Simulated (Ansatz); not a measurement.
# ZnO: a short molecular-dynamics run

A trajectory of ZnO, a database structure with 4 atoms that was not relaxed first: 40 steps of 1 fs under a Langevin thermostat and barostat at 900 K and 10 GPa.

Program: Ansatz 0.2.0. Level of theory: DFT PBEsol, plane waves, PAW, scalar-relativistic, no spin polarisation. These are calculated values, not measurements.

## (1) The structure to begin with

The cell holds 4 atoms (O2Zn2): a = 3.278 Å, b = 3.278 Å, c = 5.252 Å, α = 90.00°, β = 90.00°, γ = 60.00°.

Structure file:

```cif
data_structure
_symmetry_space_group_name_H-M 'P 1'
_symmetry_Int_Tables_number 1
_cell_length_a 3.2784
_cell_length_b 3.2784
_cell_length_c 5.2523
_cell_angle_alpha 90.000
_cell_angle_beta 90.000
_cell_angle_gamma 60.000
_cell_volume 48.89
loop_
_atom_site_label
_atom_site_type_symbol
_atom_site_fract_x
_atom_site_fract_y
_atom_site_fract_z
_atom_site_occupancy
Zn1 Zn 0.33333 0.33333 0.50000 1
Zn2 Zn 0.66667 0.66667 0.00000 1
O1 O 0.66667 0.66667 0.37901 1
O2 O 0.33333 0.33333 0.87901 1
```

## (2) Molecular dynamics

File input.yaml:

```yaml
crystal:
  lattice:
    - [1.63918722, 2.83914977, 0.0]
    - [-1.63918222, 2.83915266, 0.0]
    - [0.0, 0.0, 5.252271]
  atoms:
    - { symbol: Zn, position: [0.33333333, 0.33333333, 0.5] }
    - { symbol: Zn, position: [0.66666667, 0.66666667, 0.0] }
    - { symbol: O, position: [0.66666667, 0.66666667, 0.37901] }
    - { symbol: O, position: [0.33333333, 0.33333333, 0.87901] }
kpoints:
  mp_grid: { grid: [5, 5, 3] }
magnetization:
  spin_polarized: false
scf:
  occupations: { method: gaussian, width: 0.1 }
hamiltonian:
  pseudopotentials: { kind: paw }
  xc: pbesol
basis:
  ecutwfc: 420
md:
  timestep: 1.0
  n_steps: 40
  ensemble: npt_langevin
  temperature: 900.0
  initial_velocities: maxwell_boltzmann
  seed: 370847
  pressure: 10.0
```

The run is started by

```console
$ ansatz run input.yaml --threads 2 --pin off --max-ram 2560MiB --backend cpu --events-out ev --progress --plain --runs-dir out
```

What it wrote, cut to the lines that bear on the results:

```text
Warning: md: disabling space-group detection — thermal motion breaks the input geometry's symmetry, so no spatial operation reduces the k-mesh or symmetrises the density; time reversal is kept, so that k and −k are solved as one point where they differ and the mesh holds both, and exact [...]
Warning: RAYON_NUM_THREADS=2 ignored (pool sized by the plan → 2); use --threads N
[...]
Pseudopotentials: kind: paw
Pseudopotential: Zn, paw, valence charge 12, recommended cutoff 420 eV (normal), Zn.paw.azcp
Pseudopotential: O, paw, valence charge 6, recommended cutoff 420 eV (normal), O.paw.azcp
Functional definition: PBEsol
[...]
Crystal: 4 atoms, lattice volume = 48.887 Å³
Basis set: ecut = 420 eV (smoothed over ±3.0 %; plane waves to 437.0 eV, density to 1747.9 eV), 1013 PW (Γ), exchange–correlation on 48×48×72 points (8 copies of the dense FFT grid, shifted against one another)
Bands: 22, of which v1, the nominal top of the filled ones, is band 18 counted from 1 (17 counted from 0)
Symmetry: 1 space group operations
k-points: 38 of 75 (time reversal used)
[...]
SCF iter   1: F=—  HF=-7684.244858 eV  |F-HF|=—  |Δ(HF+E_count)|=         —  Δρ=1.55e-2  dr2=9.44e-2  ethr=1.77e-3  ⟨swp⟩=6.7  Hψ=4327  notcnv=0
[...]
md step     0: t =     0.00 fs  T =   675.0 K  F+E_penalty+E_count = -7684.21985131 eV  E_kin = 0.349002 eV  conserved = -7681.12121665 eV  P_inst = -4.1793 GPa  V = 48.8870 Å³  selection 1  (10 SCF iters)
[...]
md step     2: t =     2.00 fs  T =   628.1 K  F+E_penalty+E_count = -7684.21506251 eV  E_kin = 0.324754 eV  conserved = -7681.12129240 eV  P_inst = -3.9299 GPa  V = 48.7999 Å³  selection 1  (8 SCF iters)
[...]
md step     3: t =     3.00 fs  T =   676.4 K  F+E_penalty+E_count = -7684.20811428 eV  E_kin = 0.349730 eV  conserved = -7681.12136794 eV  P_inst = -3.5365 GPa  V = 48.7080 Å³  selection 1  (8 SCF iters)
```

## (3) The log goes on

The log, continued, cut to the lines that bear on the results:

```text
md step     4: t =     4.00 fs  T =   756.0 K  F+E_penalty+E_count = -7684.19670956 eV  E_kin = 0.390896 eV  conserved = -7681.12147034 eV  P_inst = -2.9974 GPa  V = 48.5943 Å³  selection 1  (8 SCF iters)
[...]
md step    13: t =    13.00 fs  T =   416.4 K  F+E_penalty+E_count = -7683.95789406 eV  E_kin = 0.215306 eV  conserved = -7681.12091713 eV  P_inst = 3.4581 GPa  V = 47.1046 Å³  selection 1  (6 SCF iters)
[...]
md step    22: t =    22.00 fs  T =  1028.1 K  F+E_penalty+E_count = -7683.98325860 eV  E_kin = 0.531569 eV  conserved = -7681.12156597 eV  P_inst = 10.2136 GPa  V = 45.1704 Å³  selection 1  (5 SCF iters)
[...]
md step    31: t =    31.00 fs  T =  1272.3 K  F+E_penalty+E_count = -7683.90114471 eV  E_kin = 0.657854 eV  conserved = -7681.12151977 eV  P_inst = 18.6539 GPa  V = 43.0987 Å³  selection 2  (5 SCF iters)
[...]
  atom   1  Zn    -1.21500199     1.23301063    -0.63119143
  atom   2  Zn    -0.30905493    -1.05776884     0.02423125
  atom   3  O      1.30775268    -1.32660497    -0.41968481
  atom   4  O      0.21630016     1.15135696     1.02664044
[...]
--- Stress (GPa, compression-positive) ---
       31.524900      -3.170282      -3.665499
       -3.170282       9.412446      -0.027551
       -3.665498      -0.027551      28.664599
  P = ⅓ Tr σ = 23.2006 GPa (232.006 kbar)
--- MD trajectory: 40 steps, t = 0.0 → 40.0 fs ---
  final state: T = 617.4 K   F+E_penalty+E_count = -7683.68030157 eV   E_kin = 0.319202 eV
  conserved energy: peak-to-peak 8.957e-4 eV (2.239e-4 eV/atom) at the most on one of 2 selections of grids, which stood over 16.0 fs
  cell: V = 42.1172 Å³ at the end; means of 41 rows, the approach among them: V = 45.5199 Å³, P_inst = 9.2964 GPa
  mean static stress (GPa): xx 5.7303  yy 7.7512  zz 11.5500  yz 3.7266  xz -1.0941  xy -0.7531
  the result is of one more SCF, on plane waves selected at the last cell: its energy does not rank with the rows'
```

Wall time 73 s (2 threads of Arm Neoverse V2, shared host); peak memory 0.39 GiB.

## (4) Frames and traces

One step in 3; energies are changes from step 0; msd is the mean square displacement from the start, the centre of mass held:

```
time (fs)  T (K)  potential energy change (meV/atom)  conserved energy change (meV/atom)  volume (Å³/atom)  pressure (GPa)  msd O (Å²)  msd Zn (Å²)
      0.0    675                                 0.0                                0.00             12.22            -4.2       0.000        0.000
      3.0    676                                 2.9                               -0.04             12.18            -3.5       0.001        0.000
      6.0    658                                14.9                               -0.07             12.08            -1.9       0.006        0.000
      9.0    384                                37.3                                0.01             11.95             0.1       0.012        0.001
     12.0    338                                58.9                                0.07             11.82             2.5       0.016        0.001
     15.0    386                                75.6                                0.11             11.68             5.1       0.020        0.002
     18.0    508                                77.5                                0.10             11.53             7.2       0.021        0.003
     21.0    857                                64.5                               -0.05             11.36             9.3       0.019        0.004
     24.0   1102                                52.6                               -0.10             11.15            11.9       0.016        0.005
     27.0   1320                                54.0                               -0.14             10.97            14.8       0.014        0.005
     30.0   1280                                71.4                               -0.08             10.82            17.7       0.014        0.006
     33.0   1131                                99.0                                0.00             10.70            20.5       0.018        0.008
     36.0    778                               120.5                                0.07             10.61            22.3       0.022        0.010
     39.0    701                               132.0                                0.07             10.55            23.7       0.024        0.011
     40.0    617                               134.9                                0.07             10.53            24.0       0.024        0.012
```

time (fs), T (K) and a bar:
```
      0.0        675 ###########
      2.0        628 #########
      3.0        676 ###########
      5.0        653 ##########
      7.0        672 ###########
      9.0        384 ##
     10.0        327 
     12.0        338 
     14.0        405 ##
     16.0        382 ##
     17.0        372 #
     19.0        625 #########
     21.0        857 #################
     23.0       1016 ######################
     24.0       1102 ########################
     26.0       1235 #############################
     28.0       1174 ###########################
     30.0       1280 ##############################
     31.0       1272 ##############################
     33.0       1131 #########################
     35.0        833 ################
     37.0        681 ###########
     38.0        730 #############
     40.0        617 #########
```

## (5) Frames from the trajectory

Extended XYZ, with forces in eV/Å:

```xyz
4
Lattice="1.634 2.831 0.000 -1.634 2.831 0.000 0.000 0.000 5.237" Properties=species:S:1:pos:R:3:forces:R:3 pbc="T T T" time_fs=5.0 T=653 dE=0.0389
Zn   -0.008    1.884    2.622    0.050   -0.016   -0.099
Zn    0.008    3.758   -0.003   -0.061    0.844   -0.002
O     0.001    3.766    1.963   -0.054    0.120    0.321
O    -0.010    1.976    4.609    0.065   -0.948   -0.221
4
Lattice="1.625 2.815 0.000 -1.625 2.815 0.000 0.000 0.000 5.207" Properties=species:S:1:pos:R:3:forces:R:3 pbc="T T T" time_fs=10.0 T=327 dE=0.1789
Zn   -0.023    1.866    2.608    0.079    0.073   -0.073
Zn    0.019    3.721   -0.005   -0.050    2.097    0.201
O    -0.011    3.751    1.931   -0.063    0.122    0.666
O    -0.011    2.034    4.594    0.035   -2.292   -0.793
4
Lattice="1.614 2.796 0.000 -1.614 2.796 0.000 0.000 0.000 5.173" Properties=species:S:1:pos:R:3:forces:R:3 pbc="T T T" time_fs=15.0 T=386 dE=0.3026
Zn   -0.042    1.843    2.590    0.019    0.181   -0.080
Zn    0.030    3.684   -0.004   -0.031    3.002    0.443
O    -0.042    3.736    1.917    0.029    0.045    0.637
O    -0.010    2.053    4.551   -0.017   -3.229   -1.000
4
Lattice="1.603 2.776 0.000 -1.603 2.776 0.000 0.000 0.000 5.135" Properties=species:S:1:pos:R:3:forces:R:3 pbc="T T T" time_fs=20.0 T=823 dE=0.2808
Zn   -0.068    1.821    2.572   -0.189    0.314   -0.238
Zn    0.035    3.654   -0.001   -0.064    2.699    0.343
O    -0.091    3.723    1.909    0.274   -0.153    0.395
O    -0.005    2.020    4.488   -0.021   -2.860   -0.500
4
Lattice="1.587 2.749 0.000 -1.587 2.749 0.000 0.000 0.000 5.085" Properties=species:S:1:pos:R:3:forces:R:3 pbc="T T T" time_fs=25.0 T=1135 dE=0.2051
Zn   -0.101    1.784    2.552   -0.362    0.550   -0.526
Zn    0.031    3.624    0.007   -0.139    1.373   -0.081
O    -0.130    3.702    1.904    0.448   -0.522    0.057
O    -0.002    1.925    4.419    0.053   -1.401    0.550
4
Lattice="1.574 2.726 0.000 -1.574 2.726 0.000 0.000 0.000 5.043" Properties=species:S:1:pos:R:3:forces:R:3 pbc="T T T" time_fs=30.0 T=1280 dE=0.2855
Zn   -0.124    1.741    2.537   -0.730    0.883   -0.880
Zn    0.021    3.604    0.013   -0.211    0.127   -0.262
O    -0.167    3.677    1.904    0.802   -0.959   -0.355
O    -0.007    1.808    4.362    0.139   -0.051    1.497
4
Lattice="1.565 2.710 0.000 -1.565 2.710 0.000 0.000 0.000 5.014" Properties=species:S:1:pos:R:3:forces:R:3 pbc="T T T" time_fs=35.0 T=833 dE=0.4576
Zn   -0.147    1.705    2.525   -1.179    1.173   -0.963
Zn    0.018    3.591    0.015   -0.264   -0.655   -0.203
O    -0.209    3.648    1.892    1.248   -1.271   -0.479
O    -0.008    1.698    4.332    0.196    0.753    1.645
4
Lattice="1.560 2.702 0.000 -1.560 2.702 0.000 0.000 0.000 4.998" Properties=species:S:1:pos:R:3:forces:R:3 pbc="T T T" time_fs=40.0 T=617 dE=0.5395
Zn   -0.169    1.673    2.514   -1.215    1.233   -0.631
Zn    0.015    3.583    0.014   -0.309   -1.058    0.024
O    -0.233    3.602    1.888    1.308   -1.326   -0.420
O    -0.008    1.631    4.337    0.216    1.151    1.027
```

## (6) Outcome

| quantity | value |
| --- | --- |
| length | 40 steps of 1 fs |
| temperature, first and last step | 675 and 617 K |
| temperature, second half | mean 1014 K, from 617 to 1350 K |
| potential energy, second half | +85 meV/atom from the start |
| largest change of the conserved energy | 0.14 meV/atom |
| volume, first and last step | 12.22 and 10.53 Å³/atom |
| mean square displacement, second half | O 0.018, Zn 0.007 Å² |

In words: Against a set 900 K the second half averages 1014 K with a spread of 232 K (in equilibrium 4 atoms would scatter by about 367 K, over a far longer run). The conserved energy strays from its start by at most 0.14 meV/atom, 0.1 % of the mean kinetic energy, so a step of 1 fs is short enough over this time. No atom gets farther than 0.20 Å from its start, with the drift of the whole removed, against a typical distance of 2.0 Å between sites at the start. The volume changes by -13.8 % from first to last step, and is still moving at the end, so it is no equilibrium value. Averages from a run of 40 fs with 4 atoms are rough.
